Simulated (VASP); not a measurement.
From an Ansatz input to VASP: CdS (strained h-MgO (five-fold))

Ansatz input

```yaml
crystal:
  lattice:
    - [4.6404183262, 0.0, 0.0]
    - [-2.3202091631, 4.0187201547, 0.0]
    - [0.0, 0.0, 6.0504691821]
  atoms:
    - { symbol: Cd, position: [0.3333333333, 0.6666666667, 0.25] }
    - { symbol: Cd, position: [0.6666666667, 0.3333333333, 0.75] }
    - { symbol: S, position: [0.6666666667, 0.3333333333, 0.25] }
    - { symbol: S, position: [0.3333333333, 0.6666666667, 0.75] }
kpoints:
  mp_grid: { grid: [6, 6, 4] }
  band_path:
    path:
      - [0.0, 0.0, 0.0]
      - [0.5, 0.0, 0.0]
      - [0.3333333333, 0.3333333333, 0.0]
      - [0.0, 0.0, 0.5]
      - [0.5, 0.0, 0.5]
      - [0.3333333333, 0.3333333333, 0.5]
    npoints: 1
hamiltonian:
  xc: pbe
scf:
  occupations: { method: fermi_dirac, width: 0.02 }
  n_extra_bands: 5
output:
  forces: true
  stress: true
  eigenvalues: true
```

Question: Translate this input to VASP.

Answer: 

INCAR

```
ISMEAR = -1
LCHARG = .FALSE.
LREAL = .FALSE.
PREC = Accurate
NBANDS = 26
EDIFF = 1E-7
LWAVE = .FALSE.
ISIF = 2
NSW = 0
GGA = PE
NELM = 120
LASPH = .TRUE.
IBRION = -1
ENCUT = 520
SIGMA = 0.02
```

KPOINTS

```
KPOINTS created by Atomic Simulation Environment
0
Gamma
6 6 4
0 0 0
```

KPOINTS_OPT

```
special points
6
Reciprocal
0.0000000000 0.0000000000 0.0000000000 1
0.5000000000 0.0000000000 0.0000000000 1
0.3333333333 0.3333333333 0.0000000000 1
0.0000000000 0.0000000000 0.5000000000 1
0.5000000000 0.0000000000 0.5000000000 1
0.3333333333 0.3333333333 0.5000000000 1
```

POSCAR

```
Cd S
 1.0000000000000000
     4.6404183262138199    0.0000000000000000    0.0000000000000000
    -2.3202091631069099    4.0187201546880322    0.0000000000000000
     0.0000000000000000    0.0000000000000000    6.0504691820999996
 Cd  S
   2   2
Cartesian
  0.0000000000000000  2.6791467697920215  1.5126172955249999
  2.3202091631069099  1.3395733848960107  4.5378518865749999
  2.3202091631069099  1.3395733848960107  1.5126172955249999
  0.0000000000000000  2.6791467697920215  4.5378518865749999
```

VASP ran with the recommended PBE PAW datasets (36 valence electrons in the cell). Other inputs would serve too.

```tsv
	Ansatz	VASP
gap between bands v and c	0.57 eV	0.57 eV
least direct gap	0.73 eV	0.72 eV
pressure	-5.5 GPa	-5.4 GPa
```

The two codes use different PAW datasets and cutoffs. VASP's cell holds 36 valence electrons and Ansatz's 52. Ansatz's stress includes a Pulay correction; VASP's doesn't.
